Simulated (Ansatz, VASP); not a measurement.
Given: the input of a run of Ansatz 0.2.0 on B.

The input input.yaml:

```yaml
crystal:
  lattice:
    - [2.3616476051, 0.0, 0.0]
    - [0.0, 2.3616476051, 0.0]
    - [0.0, 0.0, 1.5962922266]
  atoms:
    - { symbol: B, position: [0.5, 0.5, 0.5] }
hamiltonian:
  xc: pbe
  pseudopotentials: { kind: paw }
kpoints:
  mp_grid: { grid: [11, 11, 16] }
scf:
  occupations: { method: fermi_dirac, width: 0.05 }
output:
  forces: true
  stress: true
  eigenvalues: true
```

Potentials or basis: Ansatz PAW.

Command:

```bash
$ ansatz run input.yaml --threads 1 --pin off --max-ram 3584MiB --backend cpu --events-out ev --progress --plain --runs-dir out
```

Q: Translate it to VASP 6.6.1. Potentials there: VASP PAW PBE potentials, release 64 (B).

A: As run (the cutoff follows the program's own potentials):

The input INCAR:

```
SYSTEM = B
ALGO     = Normal         ! electronic algorithm
EDIFF    = 1E-6           ! SCF threshold, eV
ENCUT    = 520            ! plane-wave cutoff, eV
GGA      = PE             ! functional
ISIF     = 2              ! what is computed and relaxed
ISMEAR   = -1             ! smearing method
LASPH    = .TRUE.         ! aspherical terms in the spheres
LCHARG   = .TRUE.         ! write CHGCAR
LELF     = .TRUE.         ! ELF
LREAL    = .FALSE.        ! projectors in reciprocal space
LVHAR    = .TRUE.       
LWAVE    = .FALSE.        ! write WAVECAR
NBANDS   = 8              ! bands
NELM     = 100            ! most SCF steps
PREC     = Accurate       ! precision mode
SIGMA    = 0.05           ! smearing width, eV
```

File KPOINTS:

```
k-points
0
G
  11 11 16
  0 0 0
```

POSCAR

```
B
1.0
    2.3616476051      0.0000000000      0.0000000000
    0.0000000000      2.3616476051      0.0000000000
    0.0000000000      0.0000000000      1.5962922266
B
1
Direct
    0.5000000000      0.5000000000      0.5000000000
```

Potentials or basis: VASP PAW PBE potentials, release 64 (B).

Command:

```sh
$ cat potpaw_PBE.64/B/POTCAR > POTCAR
$ mpirun -np 1 vasp_std > vasp.out
```

Both were run:

|  | VASP | Ansatz | Ansatz less VASP |
| --- | --- | --- | --- |
| gap on the k mesh at the Fermi level (eV) | none | none | - |
| pressure (GPa) | -3.7 | -3.6 | +0.08 |
| largest component of the traceless stress (GPa) | 2.88 | 2.81 | -0.072 |

A gap of «none» marks a metal or a gap that the smearing closes.
